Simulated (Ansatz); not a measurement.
## AlP

Level of theory: DFT, PBE, scalar-relativistic, no spin polarisation; plane waves to 420 eV with PAW datasets (Ansatz 0.2.0), Γ-centred 10×10×10 mesh, 0.05 eV Gaussian smearing. The datasets are Ansatz's generated set soft_2.

```
CELL_PARAMETERS angstrom
0.00000 2.75389 2.75389
2.75389 0.00000 2.75389
2.75389 2.75389 0.00000
ATOMIC_POSITIONS crystal
Al 0.00000 0.00000 0.00000
P 0.75000 0.75000 0.75000
```

The chain of runs began from a cell as deposited in COD, expanded in volume. Of that entry: the entry's cell lengths or inner coordinates differ somewhat from later room-temperature determinations.

The run above is the reference. The same cell was run again with other input settings; several of them aren't fit for production, so the rows show the settings' effect and aren't properties of the material.

```tsv
keys changed	outcome	ΔE (meV/atom)	P (GPa)	gap on the mesh (eV)	cell moment (μB)	largest force component (eV/Å)	SCF iterations	rough core-seconds	new warnings
none (reference)	converged	0.0	0.0	1.63	–	0.000	–	–	–
scf.occupations.method: "gaussian" → "fermi_dirac"; scf.occupations.width: 0.05 → 0.3; scf.convergence.dr2_threshold: 1e-05	converged	3.3	0.0	1.63	–	0.000	6	1.6	force scf threshold loose; stress scf threshold loose
kpoints.mp_grid.grid: [10, 10, 10] → [15, 15, 15]; scf.occupations.width: 0.05 → 0.1; basis.ecutwfc: 420 → "250 eV"	converged	128.8	0.1	1.67	–	0.000	6	1.9	cutoff below recommended
basis.ecutwfc: 420 → "58.8 Ry"	converged	-0.5	0.0	1.63	–	0.000	6	5	–
basis.ecutrho_ratio: 4 → 8	converged	0.0	0.0	1.63	–	0.000	6	1.6	–
accuracy: "medium"	converged	0.0	0.0	1.63	–	0.000	6	1.5	–
```

These changes also left energy (to 0.1 meV/atom), pressure, gap, moment and forces as in the reference: basis.xc_grid: 1; scf.occupations.method: "gaussian" → "fermi_dirac"; scf.occupations.width: 0.05 → 0.001.

ΔE is the energy with the smearing extrapolated to zero. It is left out where the change alters the Hamiltonian or the spin treatment. The varied runs start from atomic densities (corrected by the program's trained start where that serves), with the default search for lower states unless a row changes it.

(1) What happens with these changes: basis.ecutwfc: 420 → "700 eV"; hamiltonian.dispersion: "d4"?

(2) What happens with these changes: kpoints.mp_grid.grid: [10, 10, 10] → [8, 8, 8]; scf.occupations.method: "gaussian" → "fermi_dirac"; scf.occupations.width: 0.05 → 0.1; hamiltonian.dispersion: "d3bj"?

Answers:

(1) outcome converged, P (GPa) -2.6, gap on the mesh (eV) 1.63, largest force component (eV/Å) 0.000, SCF iterations 6, rough core-seconds 3.

(2) outcome converged, P (GPa) -2.5, gap on the mesh (eV) 1.63, largest force component (eV/Å) 0.000, SCF iterations 6, rough core-seconds 1.

The pair part of a dispersion correction pulls inward (a three-body part mostly pushes out), and in metals and ionic crystals with large ions it often overbinds.

1 further run (cut off, refused for memory, with changed atoms or starts, or in doubt) is left out.

Of the reference: Kohn–Sham gaps of semilocal functionals lie under measured ones, often by a third or more.
